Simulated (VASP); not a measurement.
# MoSe2 (P6_3/mmc) in VASP: further runs, part 2 of 2

VASP 6.6.1. The steps go on from the part before.

## Step 3: Relaxation of cell and atoms, PBE+D3(BJ)

This run uses another cell than the first one, of 19.74 Å³/atom, 0.981 times its volume.

Contents of INCAR:

```
SYSTEM = MoSe2
ALGO = Normal
EDIFF = 1E-7
EDIFFG = -0.005
ENCUT = 600
GGA = PE
IBRION = 2
ISIF = 3
ISMEAR = 0
IVDW = 12
KPAR = 4
LASPH = .TRUE.
LCHARG = .FALSE.
LREAL = .FALSE.
LWAVE = .FALSE.
NELM = 80
NSW = 90
PREC = Accurate
SIGMA = 0.03
```

Contents of KPOINTS:

```
k-points
0
G
  9 9 2
  0 0 0
```

Contents of POSCAR:

```
MoSe2                                   
1.0
    3.2786626285     -0.0000000000     -0.0000000000
   -1.6393313142      2.8394051267      0.0000000000
   -0.0000000000     -0.0000000000     12.7250115930
  Mo              Se            
     2     4
Direct
     0.3333333332999970    0.6666666667000030    0.2500000000000000
     0.6666666667000030    0.3333333332999970    0.7500000000000000
     0.3333333332999970    0.6666666667000030    0.6183309793776686
     0.6666666667000030    0.3333333332999970    0.1183309793776689
     0.3333333332999970    0.6666666667000030    0.8816690206223313
     0.6666666667000030    0.3333333332999970    0.3816690206223311
```

Potentials or basis: VASP PAW PBE potentials, release 64 (Mo_sv, Se).

Launch:

```console
$ cat potpaw_PBE.64/Mo_sv/POTCAR potpaw_PBE.64/Se/POTCAR > POTCAR
$ mpirun -np 4 vasp_std > vasp.out
```

OUTCAR:

```text
SYSTEM = MoSe2
   EDIFF = 1E-7
   EDIFFG = -0.005
   ENCUT = 600
   GGA = PE
   IBRION = 2
   ISIF = 3
   ISMEAR = 0
   IVDW = 12
   LASPH = .TRUE.
   LREAL = .FALSE.
   NELM = 80
   NSW = 90
   PREC = Accurate
 IVDW          = 12

 ion  position               nearest neighbor table
   1  0.333  0.667  0.250-   4 2.53   6 2.53   4 2.53   6 2.53   4 2.53   6 2.53
   2  0.667  0.333  0.750-   3 2.53   5 2.53   3 2.53   5 2.53   3 2.53   5 2.53
   3  0.333  0.667  0.618-   2 2.53   2 2.53   2 2.53
   4  0.667  0.333  0.118-   1 2.53   1 2.53   1 2.53
   5  0.333  0.667  0.882-   2 2.53   2 2.53   2 2.53
   6  0.667  0.333  0.382-   1 2.53   1 2.53   1 2.53

  LATTYP: Found a hexagonal cell.
 ALAT       =     3.2786626285
 C/A-ratio  =     3.8811591905

  Lattice vectors:

 A1 = (   3.2786626285,   0.0000000000,   0.0000000000)
 A2 = (  -1.6393313142,   2.8394051267,   0.0000000000)
 A3 = (   0.0000000000,   0.0000000000,  12.7250115930)

Analysis of symmetry for initial positions (statically):
=====================================================================
 Subroutine PRICEL returns:
 Original cell was already a primitive cell.

 Routine SETGRP: Setting up the symmetry group for a
 hexagonal supercell.

 Subroutine GETGRP returns: Found 24 space group operations
 (whereof 12 operations were pure point group operations)
 out of a pool of 24 trial point group operations.

The static configuration has the point symmetry D_3d.
 The point group associated with its full space group is D_6h.

Analysis of symmetry for dynamics (positions and initial velocities):
=====================================================================
 Subroutine PRICEL returns:
 Original cell was already a primitive cell.

 Routine SETGRP: Setting up the symmetry group for a
 hexagonal supercell.

 Subroutine GETGRP returns: Found 24 space group operations
 (whereof 12 operations were pure point group operations)
 out of a pool of 24 trial point group operations.

The dynamic configuration has the point symmetry D_3d.
 The point group associated with its full space group is D_6h.

 Subroutine INISYM returns: Found 24 space group operations
 (whereof 12 operations are pure point group operations),
 and found     1 'primitive' translations

----------------------------------------------------------------------------------------

                                     Primitive cell

  volume of cell :     118.4629

  direct lattice vectors                    reciprocal lattice vectors
     3.278662628  0.000000000  0.000000000     0.305002409  0.176093223  0.000000000
    -1.639331314  2.839405127  0.000000000     0.000000000  0.352186446  0.000000000
     0.000000000  0.000000000 12.725011593     0.000000000  0.000000000  0.078585390

  length of vectors
     3.278662628  3.278662628 12.725011593     0.352186446  0.352186446  0.078585390

  position of ions in fractional coordinates (direct lattice)
     0.333333333  0.666666667  0.250000000
     0.666666667  0.333333333  0.750000000
     0.333333333  0.666666667  0.618330979
     0.666666667  0.333333333  0.118330979
     0.333333333  0.666666667  0.881669021
     0.666666667  0.333333333  0.381669021

  ion indices of the primitive-cell ions
   primitive index   ion index
                 1           1
[... 38 lines left out ...]
  0.444444  0.000000  0.000000      6.000000
  0.111111  0.111111  0.000000      6.000000
[... 16 lines left out ...]
  0.333333  0.222222  0.500000     12.000000
  0.333333  0.333333  0.500000      2.000000
   k-points           NKPTS =     24   k-points in BZ     NKDIM =     24   number of bands    NBANDS=     31
   number of dos      NEDOS =    301   number of ions     NIONS =      6
   total plane-waves  NPLWV =  84672
   dimension x,y,z NGX =    28 NGY =   28 NGZ =  108
   dimension x,y,z NGXF=    56 NGYF=   56 NGZF=  216
   ions per type =               2   4
   NGX,Y,Z   is equivalent  to a cutoff of  14.20, 14.20, 14.11 a.u.
   NGXF,Y,Z  is equivalent  to a cutoff of  28.40, 28.40, 28.22 a.u.
 SYSTEM =  MoSe2
   PREC   = accura    normal or accurate (medium, high low for compatibility)
   ISTART =      0    job   : 0-new  1-cont  2-samecut
   ICHARG =      2    charge: 1-file 2-atom 10-const
   ISPIN  =      1    spin polarized calculation?
   LNONCOLLINEAR =      F non collinear calculations
   LSORBIT =      F    spin-orbit coupling
   LASPH  =      T    aspherical Exc in radial PAW
   ENCUT  =  600.0 eV  44.10 Ry    6.64 a.u.   6.55  6.55 25.42*2*pi/ulx,y,z
   NELM   =     80;   NELMIN=  2; NELMDL= -5     # of ELM steps
   EDIFF  = 0.1E-06   stopping-criterion for ELM
   LREAL  =      F    real-space projection
   EDIFFG = -.5E-02   stopping-criterion for IOM
   NSW    =     90    number of steps for IOM
   IBRION =      2    ionic relax: 0-MD 1-quasi-New 2-CG
   NFREE  =      1    steps in history (QN), initial steepest desc. (CG)
   ISIF   =      3    stress and relaxation
   ISYM   =      2    0-nonsym 1-usesym 2-fastsym
   POTIM  = 0.5000    time-step for ionic-motion
   TEBEG  =    0.0;   TEEND  =   0.0 temperature during run
   PSTRESS=    0.0 pullay stress
   NELECT =      52.0000    total number of electrons
   NUPDOWN=      -1.0000    fix difference up-down
   EMIN   =  10.00;   EMAX   =-10.00  energy-range for DOS
   EFERMI =   0.00;   METHOD = LEGACY
   ISMEAR =     0;   SIGMA  =   0.03  broadening in eV -4-tet -1-fermi 0-gaus
   EFERMI_NEDOS =   21; number of points for ismear=-14 and -15
   IALGO  =     38    algorithm
   IMIX   =      4    mixing-type and parameters
     AMIX     =   0.40;   BMIX     =  1.00
     AMIX_MAG =   1.60;   BMIX_MAG =  1.00
  volume/ion in A,a.u.               =      19.74       133.24
  Fermi-wavevector in a.u.,A,eV,Ry     =   1.244176  2.351152 21.061467  1.547974
  Thomas-Fermi vector in A             =   2.378454
   LORBIT       =      0    0 simple, 1 ext, 2 COOP (PROOUT), +10 PAW based schemes
   GGA     = PE    functional components
   LHFCALC =     F    Hartree Fock is set to
   AEXX    =    0.0000 exact exchange contribution
   IVDW    =    12    specifies the selected vdW correction
   LEPSILON=     F    determine dielectric tensor
   LRPA    =     F    only Hartree local field effects (RPA)
 conjugate gradient relaxation of ions
 non-spin polarized calculation
 Gauss-broadening in eV      SIGMA  =   0.03
  energy-cutoff  :      600.00
  volume of cell :      118.46
 maximum number of plane-waves:      4011
 NGX is ok and might be reduce to    28
   NGX = 13   NGY = 13   NGZ = 51

 number of electron      52.0000002 magnetization

 Free energy of the ion-electron system (eV)
  ---------------------------------------------------
  ext. energy  EPLUGINS =         0.00000000
  ---------------------------------------------------
  free energy    TOTEN  =       -39.81063094 eV

  energy without entropy =      -39.81063094  energy(sigma->0) =      -39.81063094

 E-fermi :   6.9794     XC(G=0): -10.8319

 val. band max:        6.7250425974   @ k =   0.0000   0.0000   0.0000
 cond. band min:       7.5672623738   @ k =   0.2222   0.1111   0.0000
 fundamental gap:      0.8422197764
 Fermi energy:         6.9793526034

 k-point     1 :       0.0000    0.0000    0.0000
  band No.  band energies     occupation
      1     -54.4806      2.00000
      2     -54.4806      2.00000
      3     -28.6509      2.00000
      4     -28.6509      2.00000
      5     -28.4536      2.00000
      6     -28.4536      2.00000
[... 805 lines left out ...]
     30       8.7698      0.00000
     31       9.4237      0.00000

------------------------ aborting loop because EDIFF is reached ----------------------------------------

 Edisp (eV)   -2.87376

 E8    (eV) :    -1.2398

  FORCE on cell =-STRESS in cart. coord.  units (eV):
  Direction    XX          YY          ZZ          XY          YZ          ZX
  --------------------------------------------------------------------------------------
  -------------------------------------------------------------------------------------
  Total      -0.00792    -0.00792     0.02161    -0.00000     0.00000     0.00000
  in kB      -0.10716    -0.10716     0.29226    -0.00000     0.00000     0.00000
  external pressure =        0.03 kB  Pullay stress =        0.00 kB

 VOLUME and BASIS-vectors are now :
 -----------------------------------------------------------------------------
  energy-cutoff  :      600.00
  volume of cell :      118.46
      direct lattice vectors                 reciprocal lattice vectors
     3.278662628  0.000000000  0.000000000     0.305002409  0.176093223  0.000000000
    -1.639331314  2.839405127  0.000000000     0.000000000  0.352186446  0.000000000
     0.000000000  0.000000000 12.725011593     0.000000000  0.000000000  0.078585390

 POSITION                                       TOTAL-FORCE (eV/Angst)
 -----------------------------------------------------------------------------------
     -0.00000      1.89294      3.18125         0.000000     -0.000000      0.000000
      1.63933      0.94647      9.54376        -0.000000      0.000000      0.000000
     -0.00000      1.89294      7.86827         0.000000      0.000000      0.000053
      1.63933      0.94647      1.50576        -0.000000     -0.000000      0.000053
     -0.00000      1.89294     11.21925         0.000000      0.000000     -0.000053
      1.63933      0.94647      4.85674         0.000000     -0.000000     -0.000053
 -----------------------------------------------------------------------------------
    total drift:                               -0.000000      0.000000     -0.000000

  FREE ENERGIE OF THE ION-ELECTRON SYSTEM (eV)
  ---------------------------------------------------
  free  energy   TOTEN  =       -42.6843958054 eV

  energy  without entropy=      -42.6843958054  energy(sigma->0) =      -42.68439581

 reached required accuracy - stopping structural energy minimisation
```

Run time: 65 s. Hardware: 4 MPI ranks of Intel Xeon Platinum 8375C at 2.90GHz (Ice Lake), shared host; peak memory 0.31 GiB.

Results:

- Free energy: -42.6844 eV
- Pressure after relaxing: 0.0 GPa
- Band gap on the k mesh: 0.84 eV, indirect (least direct gap 1.46 eV)
- Dispersion energy per atom: -0.479 eV

Final structure:
```
CELL_PARAMETERS angstrom
3.27866 0.00000 0.00000
-1.63933 2.83941 0.00000
0.00000 0.00000 12.72501
ATOMIC_POSITIONS crystal
Mo 0.33333 0.66667 0.25000
Mo 0.66667 0.33333 0.75000
Se 0.33333 0.66667 0.61833
Se 0.66667 0.33333 0.11833
Se 0.33333 0.66667 0.88167
Se 0.66667 0.33333 0.38167
```

Caveat: the relaxation stopped at its first step, so nothing moved; an odd mesh through Γ misses points on the zone boundary, where band edges often lie.
